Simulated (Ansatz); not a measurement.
Take a crystal in which Sn has been replaced by C on all its sites, with the cell rescaled by a rough guess (in some cases also distorted within its space group) and nothing relaxed:

```xyz
1
Lattice="-1.1903 1.1903 2.2453 1.1903 -1.1903 2.2453 1.1903 1.1903 -2.2453" Properties=species:S:1:pos:R:3 pbc="T T T"
C     0.0000    0.0000    0.0000
```

Method: Ansatz, DFT PBE, scalar-relativistic, plane waves, PAW.

Plane waves to 420 eV, a k mesh through Γ of 24×24×24 on the computed 1-atom cell and Gaussian smearing (0.10 eV); no spin polarisation.

(1) What pressure does the cell carry?

(2) Is it a metal on this mesh?

Answers

(1) The pressure is -31.9 GPa (positive in compression), so the cell would contract.

(2) Yes, a band crosses the Fermi level.

This form isn't the element's structure at ambient conditions.